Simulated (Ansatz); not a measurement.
Crystal: TaN.

```
Ta N
1.0
     2.93800    0.00000    0.00000
    -1.46900    2.54438    0.00000
     0.00000    0.00000    2.88300
Ta N
1 1
Direct
  0.00000 0.00000 0.50000
  0.66667 0.33333 0.00000
```

Below is the output of Ansatz 0.2.0 for this cell. Logs are shortened: lines on timing, memory, paths and dates and some standing lists are left out, and cuts for length are marked.

```text
Warning: RAYON_NUM_THREADS=2 ignored (pool sized by the plan → 2); use --threads N
scf.n_extra_bands = 6 over 9 filled bands (N_el = 18.0): the run solves 15 bands
Engine: ansatz 0.2.0, x86_64-unknown-linux-gnu
Pseudopotentials: kind: paw
Pseudopotential: Ta, paw, valence charge 13, recommended cutoff 500 eV (meta_gga), Ta.paw.azcp
Pseudopotential: N, paw, valence charge 5, recommended cutoff 500 eV (meta_gga), N.paw.azcp
Functional definition: r2SCAN
  parameter k0 = 0.174
  parameter k1 = 0.065
  parameter a1 = 4.9479
  exchange = r2scan_x(k0 = k0, k1 = k1, a1 = a1)
  correlation = r2scan_c
Crystal: 2 atoms, lattice volume = 21.552 Å³
Basis set: ecut = 500 eV, 551 PW (Γ), exchange–correlation on 96×96×96 points (64 copies of the dense FFT grid, shifted against one another)
Bands: 15, of which v1, the nominal top of the filled ones, is band 9 counted from 1 (8 counted from 0)
Symmetry: 12 space group operations
Space group: P-6m2 (ITA 187), of the structure as read, at distance tolerance 2.8e-5 Å
k-points: 70 of 900 (time reversal used)
Non-local potential: Ta, projectors of the file, l = 0: 3, l = 1: 2, l = 2: 2, l = 3: 1
Non-local potential: N, projectors of the file, l = 0: 2, l = 1: 2, l = 2: 1
PAW form: soft (Blöchl's): semilocal exchange-correlation on the pseudo side does not see the compensation charge
PAW frozen core: Ta, regenerated for the run's functional (the file was generated under x = pbe(κ = 0.804, μ = 0.2195149727645171), c = pbe(β = 0.06672455060314922))
PAW frozen core: N, regenerated for the run's functional (the file was generated under x = pbe(κ = 0.804, μ = 0.2195149727645171), c = pbe(β = 0.06672455060314922))
PAW one-centre angular grid: Ta, 590 points (default); XC on 160 Gauss nodes
PAW one-centre angular grid: N, 302 points (default); XC on 160 Gauss nodes
Initial density: superposition of atomic densities (neutral atoms: chi_scale 0, normalization atom), corrected by the library's trained network
Initial wavefunctions: pseudopotential atomic-orbital guess
Functional: x = r2scan, c = r2scan; τ floored in thin density (d = 2e-4 eV/Å³)
SCF iter   1: F=—  HF=-10331.702496 eV  |F-HF|=—  |Δ(HF+E_count)|=         —  Δρ=1.11e-2  dr2=9.29e-3  dr2_τ=1.21e-1  ethr=1.77e-3  ⟨swp⟩=6.1  Hψ=5869  notcnv=0  defer=1
preconditioner: auto → none  [insulator: Δε(μ)=0.331 eV  Ē_g=13.966 eV  σ=0.050 eV  W_gap=0.92  n_scr=8 (ndim 8)  ℏωp=25.3 eV  f_vac=0.000  D(μ)=0.02/eV (n_scr^D=0)  ε∞_Penn≈4.3]
SCF iter   2: F=—  HF=-10331.802324 eV  |F-HF|=—  |Δ(HF+E_count)|=   9.98e-2  Δρ=7.46e-3  dr2=6.38e-3  dr2_τ=4.84e-4  ethr=5.16e-5  ⟨swp⟩=2.0  Hψ=2302  notcnv=0  defer=93
SCF iter   3: F=—  HF=-10331.805642 eV  |F-HF|=—  |Δ(HF+E_count)|=   3.32e-3  Δρ=4.79e-3  dr2=4.27e-3  dr2_τ=6.10e-4  ethr=3.54e-5  ⟨swp⟩=2.0  Hψ=1632  notcnv=0  defer=93
SCF iter   4: F=—  HF=-10331.805007 eV  |F-HF|=—  |Δ(HF+E_count)|=   6.35e-4  Δρ=2.00e-3  dr2=9.15e-4  dr2_τ=5.68e-5  ethr=2.37e-5  ⟨swp⟩=1.3  Hψ=1006  notcnv=0  defer=93
SCF iter   5: F=—  HF=-10331.804853 eV  |F-HF|=—  |Δ(HF+E_count)|=   1.54e-4  Δρ=1.63e-4  dr2=5.40e-6  dr2_τ=4.50e-7  ethr=5.09e-6  ⟨swp⟩=2.2  Hψ=1187  notcnv=0  defer=93
SCF iter   6: F=—  HF=-10331.804851 eV  |F-HF|=—  |Δ(HF+E_count)|=   1.77e-6  Δρ=4.33e-5  dr2=3.98e-7  dr2_τ=2.30e-8  ethr=3.00e-8  ⟨swp⟩=2.1  Hψ=1302  notcnv=0  defer=93
SCF iter   7: F=-10331.804851 eV  HF=-10331.804851 eV  |F-HF|=1.24e-8  |Δ(HF+E_count)|=   1.53e-9  Δρ=1.07e-5  dr2=2.52e-8  dr2_τ=1.78e-9  ethr=5.56e-10  ⟨swp⟩=13.2  Hψ=7120  notcnv=0
SCF 1 converged in 7 iterations: F = -10331.804851 eV  dr2 = 2.52e-8
  greatest PAW one-centre occupation: 0.998 electrons in one spin orbital (limit 2), on the Ta atom at site 0 (counted from 0), in its partial waves of l = 0
NSCF: frozen V_eff on 129 k-points
SCF converged after 7 iterations
Free energy (F): -10331.804851 eV
Harris-Foulkes:  -10331.804851 eV  (|F-HF|=1.24e-8)
Internal energy: -10331.804597 eV  (E = F + TS)
E sigma→0 (E₀):  -10331.804724 eV
Entropy (-TS):   -0.000254 eV (-0.127 meV/atom)
Fermi energy:    20.299018 eV
--- Per-component energies (eV) ---
  E_band       = -68.277328
  E_kinetic    = 501.337579
  E_local      = -603.793783  (includes V_loc(G=0)·N_el)
  E_nonlocal   = 59.430453
  E_hartree    = 204.027279
  E_xc         = -265.832756
  E_vxc        = -308.534516  (∫ρ·V_xc dr)
  E_paw        = -8552.164482  (= ΣΔE_a)
  E_vpaw       = -140.597680  (= ΣTr[D̂ρ^β])
  E_aug_tail   = 0.000081  (compensation charges beyond the density's cutoff)
  E_vtau       = 15.825439  (kinetic-family band-sum trace: ∫τ·v_τ [+ j·A + Jᵃ·Aᵃ] dr)
  E_ewald      = -1674.023123
  E_core_change = -0.785845  (= ΣΔE_core)
  E_smearing   = -0.000254  (= −TS)
  E_closure    = 0.000000  (closes the sum)
  Σ components = -10331.804851   (vs F -10331.804851, Δ=0.00e0)
--- Forces (eV/Å), atoms counted from 1 ---
  atom   1  Ta     0.00000000     0.00000000     0.00000000
  atom   2  N      0.00000000     0.00000000     0.00000000
  max |Σ_I F_I| component: 7.03e-16 eV/Å
--- Stress (GPa, compression-positive) ---
       -0.465192       0.000000       0.000000
        0.000000      -0.465192       0.000000
        0.000000       0.000000       0.194651
  P = ⅓ Tr σ = -0.2452 GPa (-2.452 kbar)
--- Band table (eV; the first three rows and the last of 70) ---
  k-point 0: bands = ["-50.1994", "-15.8673", "-15.6080", "-15.6080", "1.4275", "15.3817", "15.3817", "15.8230", "17.0499", "22.6668", "23.9453", "23.9453", "24.4580", "24.4580", "33.9860"]
  k-point 1: bands = ["-50.1931", "-15.9866", "-15.5986", "-15.5986", "1.6800", "14.8859", "15.4844", "15.4844", "17.8475", "22.7094", "22.7094", "23.1196", "25.2327", "25.2327", "34.5371"]
  k-point 2: bands = ["-50.1773", "-16.2785", "-15.5745", "-15.5745", "2.3548", "13.2906", "15.7496", "15.7496", "19.3453", "21.3748", "21.3748", "24.2089", "25.2573", "25.2573", "35.3053"]
  k-point 69: bands = ["-50.0592", "-16.4883", "-16.2977", "-16.1038", "3.4323", "11.8908", "13.3291", "15.8754", "19.5434", "24.8996", "25.2443", "26.9705", "27.9490", "30.3391", "32.3289"]
```

Problem. What input gives this log?

Solution. Band structure with r2SCAN, no spin polarisation. The files as run (others can give the same):

input.yaml
```yaml
crystal:
  lattice:
    - [2.938, 0.0, 0.0]
    - [-1.469, 2.5443826363, 0.0]
    - [0.0, 0.0, 2.883]
  atoms:
    - { symbol: Ta, position: [0.0, 0.0, 0.5] }
    - { symbol: "N", position: [0.6666666667, 0.3333333333, 0.0] }
hamiltonian:
  xc: r2scan
  pseudopotentials: { kind: paw }
kpoints:
  mp_grid: { grid: [10, 10, 9] }
  band_path:
    path:
      - [[0.0, 0.0, 0.0], [0.5, 0.0, 0.0], [0.3333333333, 0.3333333333, 0.0], [0.0, 0.0, 0.0], [0.0, 0.0, 0.5], [0.5, 0.0, 0.5], [0.3333333333, 0.3333333333, 0.5], [0.0, 0.0, 0.5]]
      - [[0.5, 0.0, 0.5], [0.5, 0.0, 0.0]]
      - [[0.3333333333, 0.3333333333, 0.0], [0.3333333333, 0.3333333333, 0.5]]
    npoints: 14
scf:
  occupations: { method: fermi_dirac, width: 0.05 }
  n_extra_bands: 6
output:
  forces: true
  stress: true
  eigenvalues: true
  fatbands: false
  write_density: true
  write_potential: true
  elf: true
  volumetric_format: npy
```

Potentials or basis: Ansatz PAW.
Command:
```sh
$ ansatz run input.yaml --threads 2 --pin off --max-ram 5632MiB --backend cpu --events-out ev --progress --plain --runs-dir out
```

Caveat: spin-orbit coupling is left out, which moves the levels of the heavy elements; the PAW data sets come from PBE, with cores solved anew for the run's functional, which leaves a small shift of forces and pressure.
